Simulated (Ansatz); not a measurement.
GaAs, 2 atoms in the cell. Symmetry: I4/mmm, No. 139, tetragonal system. Conventional cell: a = 3.762 Å, b = 3.762 Å, c = 6.052 Å, α = 90.00°, β = 90.00°, γ = 90.00°. Ga (site symmetry 4/mmm) has 6 As at 2.66 to 3.03 Å as nearest neighbours. As (site symmetry 4/mmm) is surrounded by 6 Ga at 2.66 to 3.03 Å. The cell was built by a generator and needn't be a form met in nature.

* Program: Ansatz 0.2.0
* Task: density of states
* Functional: PBE
* Potentials or basis: all-electron PAW datasets made for the crystal
* Cutoff: 220 eV (chosen from the basis error)
* k mesh: 10 × 10 × 10
* Occupations: fermi-dirac, width 0.05 eV
* Spin: no spin polarisation

Potentials or basis: all-electron PAW datasets made for the crystal.

Launch:

```console
$ ansatz run input.yaml --threads 1 --pin off --max-ram 3072MiB --backend cpu --events-out ev --progress --plain --runs-dir out
```

Hardware: 1 thread of Arm Neoverse V2 (shared host).

Question: Estimate the wall time of this run.

Answer: Wall time 9.3 s on 1 thread of Arm Neoverse V2 (shared host), peak memory 0.49 GiB. Counts: scf iterations 11, plane waves 323, k points 102, bands 13.
